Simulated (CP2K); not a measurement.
Runs of CP2K 2026.2 on CdO (Monteponite). Symmetry: Fm-3m, No. 225, cubic system. Conventional cell: a = 4.699 Å, b = 4.699 Å, c = 4.699 Å, α = 90.00°, β = 90.00°, γ = 90.00°. Cd (site symmetry m-3m) is surrounded by 6 O at 2.35 Å. O (site symmetry m-3m) is surrounded by 6 Cd at 2.35 Å. 

| level | potentials or basis | smearing | EPS_DEFAULT | NGRIDS | points a segment of the path (NPOINTS) | bands added on the path | CUTOFF of the grids | gap on the mesh (eV) | pressure (GPa) |
| --- | --- | --- | --- | --- | --- | --- | --- | --- | --- |
| PBE | POTENTIAL_UZH Cd GTH-PBE-q12, O GTH-PBE-q6; TZVP-MOLOPT-PBE-GTH basis | fermi-dirac 0.05 eV | 1.0E-9 | 5 | 6 | 2 | 600 Ry | none | 7.7 |
| PBEsol | POTENTIAL_UZH Cd GTH-PBE-q12, O GTH-PBE-q6; TZVP-MOLOPT-PBE-GTH basis | fermi-dirac 0.01 eV | 1.0E-9 | 5 | 8 | 2 | 600 Ry | none | (a) |
| r2SCAN | POTENTIAL_UZH Cd GTH-SCAN-q12, O GTH-SCAN-q6; TZVP-MOLOPT-SCAN-GTH basis | fermi-dirac 0.05 eV | 1.0E-9 | 5 | 6 | 2 | 850 Ry | none | 3.1 |
| PBE | POTENTIAL_UZH Cd GTH-PBE-q12, O GTH-PBE-q6; TZVP-MOLOPT-PBE-GTH basis | fermi-dirac 0.05 eV | 1.0E-9 | 4 | 6 | 2 | 600 Ry | none | 7.7 |
| LDA | GTH_POTENTIALS Cd GTH-PADE-q12, O GTH-PADE-q6; TZVP-MOLOPT-PBE-GTH basis | fermi-dirac 0.01 eV | 1.0E-10 | 5 | 6 | 6 | 600 Ry | none | -4.0 |

Alike in all rows: task band structure; no spin polarisation; cell as given; k mesh 10 × 10 × 10.

Problem. Estimate the missing entries.

Solution. (a) 1.6.

Caveats: the basis of atomic orbitals isn't converged, which shifts pressures, moduli and gaps; the potentials were made for another functional, which shifts forces and pressure (some runs).

A k mesh can miss the band edges, and the runs leave out spin-orbit coupling on Cd.

A gap of «none» marks a metal or a gap under the smearing width.
